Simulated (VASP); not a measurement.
# WC (Qusongite) (P-6m2) in VASP: notebook, part 2 of 2

VASP 6.6.1.

**3. Band structure, revPBE**

POSCAR reads:

```
WC
1.0
    2.9065000000      0.0000000000      0.0000000000
   -1.4532500000      2.5171028361      0.0000000000
    0.0000000000      0.0000000000      2.8366000000
W C
1 1
Direct
    0.0000000000      0.0000000000      0.0000000000
    0.6666666667      0.3333333333      0.5000000000
```

INCAR.step1 reads:

```
SYSTEM = WC
PREC     = Accurate       ! precision mode
ENCUT    = 520            ! plane-wave cutoff, eV
EDIFF    = 1E-6           ! SCF threshold, eV
ISMEAR   = -1             ! smearing method
SIGMA    = 0.05           ! smearing width, eV
LREAL    = .False.        ! projectors in reciprocal space
LASPH    = .True.         ! aspherical terms in the spheres
NELM     = 100            ! most SCF steps
ALGO     = Normal         ! electronic algorithm
ISIF     = 2              ! what is computed and relaxed
LWAVE    = .False.        ! write WAVECAR
LCHARG   = .True.         ! write CHGCAR
LMAXMIX  = 4              ! l up to which the mixer works
GGA      = RE             ! functional
```

KPOINTS.step1 reads:

```
regular mesh
0
Gamma
  10 10 9
  0 0 0
```

INCAR.step2 reads:

```
SYSTEM = WC
PREC     = Accurate       ! precision mode
ENCUT    = 520            ! plane-wave cutoff, eV
EDIFF    = 1E-6           ! SCF threshold, eV
ISMEAR   = 0              ! smearing method
SIGMA    = 0.05           ! smearing width, eV
LREAL    = .False.        ! projectors in reciprocal space
LASPH    = .True.         ! aspherical terms in the spheres
NELM     = 100            ! most SCF steps
ALGO     = Normal         ! electronic algorithm
ISIF     = 2              ! what is computed and relaxed
LWAVE    = .False.        ! write WAVECAR
LCHARG   = .False.        ! write CHGCAR
LMAXMIX  = 4              ! l up to which the mixer works
GGA      = RE             ! functional
ICHARG   = 11             ! starting density
```

KPOINTS.step2 reads:

```
path GMKGALHA,LM,KH
10
line-mode
reciprocal
 0.0000000000  0.0000000000  0.0000000000  G
 0.5000000000  0.0000000000  0.0000000000  M

 0.5000000000  0.0000000000  0.0000000000  M
 0.3333333333  0.3333333333  0.0000000000  K

 0.3333333333  0.3333333333  0.0000000000  K
 0.0000000000  0.0000000000  0.0000000000  G

 0.0000000000  0.0000000000  0.0000000000  G
 0.0000000000  0.0000000000  0.5000000000  A

 0.0000000000  0.0000000000  0.5000000000  A
 0.5000000000  0.0000000000  0.5000000000  L

 0.5000000000  0.0000000000  0.5000000000  L
 0.3333333333  0.3333333333  0.5000000000  H

 0.3333333333  0.3333333333  0.5000000000  H
 0.0000000000  0.0000000000  0.5000000000  A

 0.5000000000  0.0000000000  0.5000000000  L
 0.5000000000  0.0000000000  0.0000000000  M

 0.3333333333  0.3333333333  0.0000000000  K
 0.3333333333  0.3333333333  0.5000000000  H
```

Potentials or basis: VASP PAW PBE potentials, release 64 (W_sv, C).

Started as:

```console
cat potpaw_PBE.64/W_sv/POTCAR potpaw_PBE.64/C/POTCAR > POTCAR
cp INCAR.step1 INCAR
cp KPOINTS.step1 KPOINTS
mpirun -np 1 vasp_std > vasp.out
cp INCAR.step2 INCAR
cp KPOINTS.step2 KPOINTS
mpirun -np 1 vasp_std > vasp.out
```

Wall time 15 s (1 thread of Intel Xeon Platinum 8488C (Sapphire Rapids), shared host); peak memory 0.15 GiB.

It converged, with:

* Band gap along the path: none (metal or under the smearing width)

Levels at the corners of the path, in eV from the Fermi level:
```csv
point,band 5,band 6,band 7,band 8,band 9,band 10,band 11,band 12,band 13
Γ,-14.49,-4.31,-3.33,-3.33,0.09,3.24,3.24,5.64,5.64
M,-11.15,-7.05,-3.62,-3.57,-0.47,2.35,4.54,4.89,6.87
M,-11.15,-7.05,-3.62,-3.57,-0.47,2.35,4.54,4.89,6.87
K,-10.41,-6.57,-4.57,-3.45,0.62,0.98,2.06,3.21,9.21
K,-10.41,-6.57,-4.57,-3.45,0.62,0.98,2.06,3.21,9.21
Γ,-14.49,-4.31,-3.33,-3.33,0.09,3.24,3.24,5.64,5.64
Γ,-14.49,-4.31,-3.33,-3.33,0.09,3.24,3.24,5.64,5.64
A,-10.48,-8.66,-2.02,-2.02,-0.58,-0.58,3.67,4.53,4.53
A,-10.48,-8.66,-2.02,-2.02,-0.58,-0.58,3.67,4.53,4.53
L,-11.35,-6.46,-4.32,-4.21,0.28,4.44,5.31,6.63,9.20
L,-11.35,-6.46,-4.32,-4.21,0.28,4.44,5.31,6.63,9.20
H,-11.01,-7.22,-5.41,-1.62,-0.65,4.41,6.38,7.61,9.14
H,-11.01,-7.22,-5.41,-1.62,-0.65,4.41,6.38,7.61,9.14
A,-10.48,-8.66,-2.02,-2.02,-0.58,-0.58,3.67,4.53,4.53
L,-11.35,-6.46,-4.32,-4.21,0.28,4.44,5.31,6.63,9.20
M,-11.15,-7.05,-3.62,-3.57,-0.47,2.35,4.54,4.89,6.87
K,-10.41,-6.57,-4.57,-3.45,0.62,0.98,2.06,3.21,9.21
H,-11.01,-7.22,-5.41,-1.62,-0.65,4.41,6.38,7.61,9.14
```

Caveat: the log is that of the step along the path at fixed density, whose energy, stress, charges and moments have no meaning; the PAW data sets were made with another functional, which shifts forces and pressure a little; spin-orbit coupling is left out, which moves the levels of the heavy elements.

**4. Band structure, BLYP**

INCAR reads:

```
SYSTEM = WC
AGGAC = 1.0
AGGAX = 1.0
ALDAC = 0.0
ALDAX = 1.0
ALGO = Normal
EDIFF = 1E-6
ENCUT = 520
GGA = B5
ISIF = 2
ISMEAR = -1
LASPH = .True.
LCHARG = .False.
LMAXMIX = 4
LREAL = .False.
LWAVE = .False.
NBANDS = 16
NELM = 100
PREC = Accurate
SIGMA = 0.05
```

KPOINTS reads:

```
k-points
0
Gamma
  10 10 9
  0 0 0
```

POSCAR is that of step 3.

KPOINTS_OPT reads:

```
path GMKGALHA,LM,KH
20
line-mode
reciprocal
 0.0000000000  0.0000000000  0.0000000000  G
 0.5000000000  0.0000000000  0.0000000000  M

 0.5000000000  0.0000000000  0.0000000000  M
 0.3333333333  0.3333333333  0.0000000000  K

 0.3333333333  0.3333333333  0.0000000000  K
 0.0000000000  0.0000000000  0.0000000000  G

 0.0000000000  0.0000000000  0.0000000000  G
 0.0000000000  0.0000000000  0.5000000000  A

 0.0000000000  0.0000000000  0.5000000000  A
 0.5000000000  0.0000000000  0.5000000000  L

 0.5000000000  0.0000000000  0.5000000000  L
 0.3333333333  0.3333333333  0.5000000000  H

 0.3333333333  0.3333333333  0.5000000000  H
 0.0000000000  0.0000000000  0.5000000000  A

 0.5000000000  0.0000000000  0.5000000000  L
 0.5000000000  0.0000000000  0.0000000000  M

 0.3333333333  0.3333333333  0.0000000000  K
 0.3333333333  0.3333333333  0.5000000000  H
```

Started as:

```console
cat potpaw_PBE.64/W_sv/POTCAR potpaw_PBE.64/C/POTCAR > POTCAR
mpirun -np 1 vasp_std > vasp.out
```

Run time: 25 s. Hardware: 1 thread of Intel Xeon Platinum 8488C (Sapphire Rapids), shared host; peak memory 0.17 GiB.

It converged, with:

```
Free energy             : -19.9504 eV
Pressure                : 21.2 GPa
Band gap along the path : none (metal or under the smearing width)
```

Stress tensor (GPa, compression positive):
```
21.42  0.00  0.00
 0.00 21.42  0.00
 0.00  0.00 20.76
```

Levels at the corners of the path, in eV from the Fermi level:
```tsv
point	band 6	band 7	band 8	band 9	band 10	band 11	band 12	band 13
Γ	-4.23	-3.33	-3.33	0.10	3.18	3.18	5.54	5.54
M	-6.84	-3.62	-3.47	-0.45	2.31	4.47	4.80	6.82
M	-6.84	-3.62	-3.47	-0.45	2.31	4.47	4.80	6.82
K	-6.43	-4.33	-3.47	0.64	0.91	2.05	3.23	9.06
K	-6.43	-4.33	-3.47	0.64	0.91	2.05	3.23	9.06
Γ	-4.23	-3.33	-3.33	0.10	3.18	3.18	5.54	5.54
Γ	-4.23	-3.33	-3.33	0.10	3.18	3.18	5.54	5.54
A	-8.44	-2.04	-2.04	-0.59	-0.59	3.56	4.52	4.52
A	-8.44	-2.04	-2.04	-0.59	-0.59	3.56	4.52	4.52
L	-6.34	-4.30	-4.03	0.43	4.34	5.21	6.65	9.05
L	-6.34	-4.30	-4.03	0.43	4.34	5.21	6.65	9.05
H	-7.09	-5.26	-1.51	-0.60	4.34	6.31	7.48	9.31
H	-7.09	-5.26	-1.51	-0.60	4.34	6.31	7.48	9.31
A	-8.44	-2.04	-2.04	-0.59	-0.59	3.56	4.52	4.52
L	-6.34	-4.30	-4.03	0.43	4.34	5.21	6.65	9.05
M	-6.84	-3.62	-3.47	-0.45	2.31	4.47	4.80	6.82
K	-6.43	-4.33	-3.47	0.64	0.91	2.05	3.23	9.06
H	-7.09	-5.26	-1.51	-0.60	4.34	6.31	7.48	9.31
```

Caveat: so large a pressure means that the cell lies far from this level's equilibrium, or that cutoff or potentials fall short; the potentials were made for another functional, which shifts forces and pressure; spin-orbit coupling is left out, which moves the levels of the heavy elements.

**5. Band structure, PW91**

INCAR reads:

```
PREC = Accurate ; ENCUT = 520
EDIFF = 1E-7 ; ISMEAR = -1
SIGMA = 0.05 ; LREAL = False
LASPH = True ; NELM = 100
ALGO = Fast ; ISIF = 2
LWAVE = False ; LCHARG = False
LMAXMIX = 4 ; GGA = 91
```

KPOINTS reads:

```
Automatic mesh
0
Gamma
  10 10 9
```

POSCAR is that of step 4.

Edit KPOINTS_OPT of step 4 so:

```diff
@@ -1,3 +1,3 @@
 path GMKGALHA,LM,KH
-20
+10
 line-mode
```

Started as:

```console
cat potpaw_PBE.64/W_sv/POTCAR potpaw_PBE.64/C/POTCAR > POTCAR
mpirun -np 1 vasp_std > vasp.out
```

Wall time 17 s (1 thread of Intel Xeon Platinum 8488C (Sapphire Rapids), shared host); peak memory 0.16 GiB.

Results (log left out):

| Property | Result |
| --- | --- |
| Free energy | -22.3466 eV |
| Pressure | 8.9 GPa |
| Band gap along the path | none (metal or under the smearing width) |

Stress tensor (GPa, compression positive):
```
9.07 0.00 0.00
0.00 9.07 0.00
0.00 0.00 8.49
```

Levels at the corners of the path, in eV from the Fermi level:
| point | band 6 | band 7 | band 8 | band 9 | band 10 | band 11 | band 12 | band 13 |
| --- | --- | --- | --- | --- | --- | --- | --- | --- |
| Γ | -4.30 | -3.33 | -3.33 | 0.10 | 3.23 | 3.23 | 5.61 | 5.61 |
| M | -6.98 | -3.62 | -3.55 | -0.45 | 2.34 | 4.53 | 4.88 | 6.86 |
| M | -6.98 | -3.62 | -3.55 | -0.45 | 2.34 | 4.53 | 4.88 | 6.86 |
| K | -6.52 | -4.50 | -3.46 | 0.62 | 0.97 | 2.06 | 3.23 | 9.17 |
| K | -6.52 | -4.50 | -3.46 | 0.62 | 0.97 | 2.06 | 3.23 | 9.17 |
| Γ | -4.30 | -3.33 | -3.33 | 0.10 | 3.23 | 3.23 | 5.61 | 5.61 |
| Γ | -4.30 | -3.33 | -3.33 | 0.10 | 3.23 | 3.23 | 5.61 | 5.61 |
| A | -8.58 | -2.02 | -2.02 | -0.58 | -0.58 | 3.65 | 4.52 | 4.52 |
| A | -8.58 | -2.02 | -2.02 | -0.58 | -0.58 | 3.65 | 4.52 | 4.52 |
| L | -6.42 | -4.31 | -4.14 | 0.34 | 4.42 | 5.30 | 6.65 | 9.16 |
| L | -6.42 | -4.31 | -4.14 | 0.34 | 4.42 | 5.30 | 6.65 | 9.16 |
| H | -7.20 | -5.36 | -1.57 | -0.63 | 4.40 | 6.38 | 7.59 | 9.22 |
| H | -7.20 | -5.36 | -1.57 | -0.63 | 4.40 | 6.38 | 7.59 | 9.22 |
| A | -8.58 | -2.02 | -2.02 | -0.58 | -0.58 | 3.65 | 4.52 | 4.52 |
| L | -6.42 | -4.31 | -4.14 | 0.34 | 4.42 | 5.30 | 6.65 | 9.16 |
| M | -6.98 | -3.62 | -3.55 | -0.45 | 2.34 | 4.53 | 4.88 | 6.86 |
| K | -6.52 | -4.50 | -3.46 | 0.62 | 0.97 | 2.06 | 3.23 | 9.17 |
| H | -7.20 | -5.36 | -1.57 | -0.63 | 4.40 | 6.38 | 7.59 | 9.22 |

Caveat: the PAW data sets were made with another functional, which shifts forces and pressure a little; spin-orbit coupling is left out, which moves the levels of the heavy elements.

**6. Band structure, PBE0**

POSCAR is that of step 5.

INCAR.step1 reads:

```
ALGO = Normal
EDIFF = 1E-5
ENCUT = 520
GGA = PE
ISIF = 2
ISMEAR = -1
LASPH = T
LCHARG = F
LMAXMIX = 4
LREAL = F
LWAVE = T
NELM = 60
PREC = Accurate
SIGMA = 0.05
```

INCAR.step2 reads:

```
AEXX = 0.25
ALGO = Normal
EDIFF = 1E-6
ENCUT = 520
GGA = PE
ISIF = 2
ISMEAR = -1
ISTART = 1
LASPH = T
LCHARG = F
LHFCALC = T
LMAXMIX = 4
LREAL = F
LWAVE = F
NELM = 60
PREC = Accurate
PRECFOCK = Fast
SIGMA = 0.05
```

KPOINTS reads:

```
k-points
0
Gamma
  5 5 5
```

Edit KPOINTS_OPT of step 5 so:

```diff
@@ -1,3 +1,3 @@
 path GMKGALHA,LM,KH
-10
+12
 line-mode
```

Potentials or basis: VASP PAW PBE potentials, release 64 (W_sv, C).

Started as:

```console
cat potpaw_PBE.64/W_sv/POTCAR potpaw_PBE.64/C/POTCAR > POTCAR
cp INCAR.step1 INCAR
mpirun -np 1 vasp_std > vasp.out
cp INCAR.step2 INCAR
mpirun -np 1 vasp_std > vasp.out
```

OUTCAR:

```text
AEXX = 0.25
   EDIFF = 1E-6
   ENCUT = 520
   GGA = PE
   ISIF = 2
   ISMEAR = -1
   ISTART = 1
   LASPH = T
   LHFCALC = T
   LREAL = F
   NELM = 60
   PREC = Accurate
   PRECFOCK = Fast

 ion  position               nearest neighbor table
   1  0.000  0.000  0.000-   2 2.20   2 2.20   2 2.20   2 2.20   2 2.20   2 2.20
   2  0.667  0.333  0.500-   1 2.20   1 2.20   1 2.20   1 2.20   1 2.20   1 2.20

  LATTYP: Found a hexagonal cell.
 ALAT       =     2.9065000000
 C/A-ratio  =     0.9759504559

  Lattice vectors:

 A1 = (   2.9065000000,   0.0000000000,   0.0000000000)
 A2 = (  -1.4532500000,   2.5171028361,   0.0000000000)
 A3 = (   0.0000000000,   0.0000000000,   2.8366000000)

Analysis of symmetry for initial positions (statically):
=====================================================================
 Subroutine PRICEL returns:
 Original cell was already a primitive cell.

 Routine SETGRP: Setting up the symmetry group for a
 hexagonal supercell.

 Subroutine GETGRP returns: Found 12 space group operations
 (whereof 12 operations were pure point group operations)
 out of a pool of 24 trial point group operations.

The static configuration has the point symmetry D_3h.

Analysis of symmetry for dynamics (positions and initial velocities):
=====================================================================
 Subroutine PRICEL returns:
 Original cell was already a primitive cell.

 Routine SETGRP: Setting up the symmetry group for a
 hexagonal supercell.

 Subroutine GETGRP returns: Found 12 space group operations
 (whereof 12 operations were pure point group operations)
 out of a pool of 24 trial point group operations.

The dynamic configuration has the point symmetry D_3h.

 Subroutine INISYM returns: Found 12 space group operations
 (whereof 12 operations are pure point group operations),
 and found     1 'primitive' translations

----------------------------------------------------------------------------------------

                                     Primitive cell
[... 118 lines left out ...]
   LEPSILON=     F    determine dielectric tensor
   LRPA    =     F    only Hartree local field effects (RPA)
 non-spin polarized calculation
  energy-cutoff  :      520.00
  volume of cell :       20.75
 maximum number of plane-waves:       575
 NGX is ok and might be reduce to    24
  NGX = 14; NGY = 14; NGZ = 14

 number of electron      18.0000000 magnetization

 Free energy of the ion-electron system (eV)
  ---------------------------------------------------
  ext. energy  EPLUGINS =         0.00000000
  ---------------------------------------------------
  free energy    TOTEN  =       -27.71142737 eV

  energy without entropy =      -27.71142717  energy(sigma->0) =      -27.71142727

 E-fermi :  11.1623     XC(G=0): -10.8252

 val. band max:       10.5182437540   @ k =   0.0000   0.0000   0.0000
 cond. band min:      11.7781785611   @ k =   0.0000   0.0000   0.2000
 fundamental gap:      1.2599348071
 Fermi energy:        11.1623353674

 k-point     1 :       0.0000    0.0000    0.0000
  band No.  band energies     occupation
      1     -67.7097      2.00000
      2     -30.1930      2.00000
      3     -30.0530      2.00000
      4     -30.0530      2.00000
      5      -5.8468      2.00000
      6       5.5245      2.00000
      7       6.5739      2.00000
      8       6.5739      2.00000
      9      10.5182      1.99999
     10      15.1393      0.00000
     11      15.1393      0.00000
     12      17.8053      0.00000
     13      17.8053      0.00000
[... 210 lines left out ...]
  band No.  band energies     occupation
      1     -67.5927      2.00000
      2     -30.7758      2.00000
      3     -30.7582      2.00000
      4     -30.3848      2.00000
      5      -2.0852      2.00000
      6       2.9252      2.00000
      7       4.1378      2.00000
      8       7.3989      2.00000
      9       9.5630      2.00000
     10      16.3381      0.00000
     11      18.0350      0.00000
     12      18.6593      0.00000
     13      21.3395      0.00000

------------------------ aborting loop because EDIFF is reached ----------------------------------------

  FORCE on cell =-STRESS in cart. coord.  units (eV):
  Direction    XX          YY          ZZ          XY          YZ          ZX
  --------------------------------------------------------------------------------------
  -------------------------------------------------------------------------------------
  Total       -0.2289331     -0.2289331     -0.8929078      0.0000000      0.0000000      0.0000000
  in kB      -17.6746095    -17.6746095    -68.9362738      0.0000000      0.0000000      0.0000000
  external PRESSURE =     -34.7618309 kB  Pullay stress =       0.0000000 kB

 VOLUME and BASIS-vectors are now :
 -----------------------------------------------------------------------------
  energy-cutoff  :      520.00
  volume of cell :       20.75
      direct lattice vectors                 reciprocal lattice vectors
     2.906500000  0.000000000  0.000000000     0.344056425  0.198641070  0.000000000
    -1.453250000  2.517102836  0.000000000     0.000000000  0.397282139  0.000000000
     0.000000000  0.000000000  2.836600000     0.000000000  0.000000000  0.352534725

 POSITION                                       TOTAL-FORCE (eV/Angst)
 -----------------------------------------------------------------------------------
      0.00000      0.00000      0.00000         0.000000     -0.000000      0.000000
      1.45325      0.83903      1.41830        -0.000000      0.000000      0.000000
 -----------------------------------------------------------------------------------
    total drift:                               -0.000000     -0.000000      0.000000

  FREE ENERGIE OF THE ION-ELECTRON SYSTEM (eV)
  ---------------------------------------------------
  free  energy   TOTEN  =       -27.7114273722 eV

  energy  without entropy=      -27.7114271714  energy(sigma->0) =      -27.71142727
```

It took 15 min on 1 thread of Intel Xeon 6975P-C (Granite Rapids), shared host; peak memory 0.16 GiB.

What came out:

| Quantity | Value |
| --- | --- |
| Free energy | -27.7114 eV |
| Pressure | -3.5 GPa |

Levels at the corners of the path, in eV from the Fermi level:
```csv
point,band 7,band 8,band 9,band 10,band 11,band 12
Γ,-4.59,-4.59,-0.64,3.98,3.98,6.64
M,-4.57,-4.55,-1.07,2.98,5.33,5.77
M,-4.57,-4.55,-1.07,2.98,5.33,5.77
K,-5.68,-4.32,0.87,1.04,2.40,3.90
K,-5.68,-4.32,0.87,1.04,2.40,3.90
Γ,-4.59,-4.59,-0.64,3.98,3.98,6.64
Γ,-4.59,-4.59,-0.64,3.98,3.98,6.64
A,-2.89,-2.89,-1.00,-1.00,4.37,5.35
A,-2.89,-2.89,-1.00,-1.00,4.37,5.35
L,-5.29,-5.19,-0.27,5.24,6.13,7.62
L,-5.29,-5.19,-0.27,5.24,6.13,7.62
H,-6.49,-2.37,-1.23,5.10,7.45,8.70
H,-6.49,-2.37,-1.23,5.10,7.45,8.70
A,-2.89,-2.89,-1.00,-1.00,4.37,5.35
L,-5.29,-5.19,-0.27,5.24,6.13,7.62
M,-4.57,-4.55,-1.07,2.98,5.33,5.77
K,-5.68,-4.32,0.87,1.04,2.40,3.90
H,-6.49,-2.37,-1.23,5.10,7.45,8.70
```

Caveat: the k mesh is coarse (spacing up to 0.50 Å⁻¹), so the values aren't converged, least of all with exact exchange; an unscreened hybrid on a path of extra k points without a Coulomb cutoff has errors near the mesh points, so the bands along the path aren't reliable; the PAW data sets were made with another functional, which shifts forces and pressure a little; spin-orbit coupling is left out, which moves the levels of the heavy elements.

**7. The reference run**

An earlier run on the cell as given: functional PBEsol; potentials or basis VASP PAW PBE potentials, release 64 (W_sv, C); cutoff 520 eV; k mesh 10 × 10 × 9; occupations fermi-dirac, width 0.05 eV; no spin polarisation.

- Pressure: -2.3 GPa
- Band gap on the k mesh: none (metal or under the smearing width)

**8. Overview**

```csv
task,level,k mesh,grid for exact exchange (PRECFOCK),exchange at q = 0,ladder,mesh quality,pressure (GPa)
band structure,RPBE,10 × 10 × 9,-,-,-,not flagged,-
band structure,revPBE,10 × 10 × 9,-,-,-,not flagged,-
band structure,BLYP,10 × 10 × 9,-,-,-,not flagged,21.2
band structure,PW91,10 × 10 × 9,-,-,-,not flagged,8.9
band structure,PBE0,5 × 5 × 5,Fast,default,-,coarse,-3.5
single point,PBEsol,10 × 10 × 9,-,-,free,not flagged,-2.3
```

Alike in all rows: potentials or basis VASP PAW PBE potentials, release 64 (W_sv, C); no spin polarisation; cell as given; cutoff (eV) 520; smearing fermi-dirac 0.05 eV.

Caveats: some runs use coarse meshes; the PAW data sets were made with another functional, which shifts forces and pressure a little (some runs); spin-orbit coupling is left out, which moves the levels of the heavy elements (some runs); so large a pressure means that the cell lies far from this level's equilibrium, or that cutoff or potentials fall short (some runs); the potentials were made for another functional, which shifts forces and pressure (some runs); an unscreened hybrid on a path of extra k points without a Coulomb cutoff has errors near the mesh points, so the bands along the path aren't reliable (some runs).

Absolute energies hang on the potentials; compare differences alone.
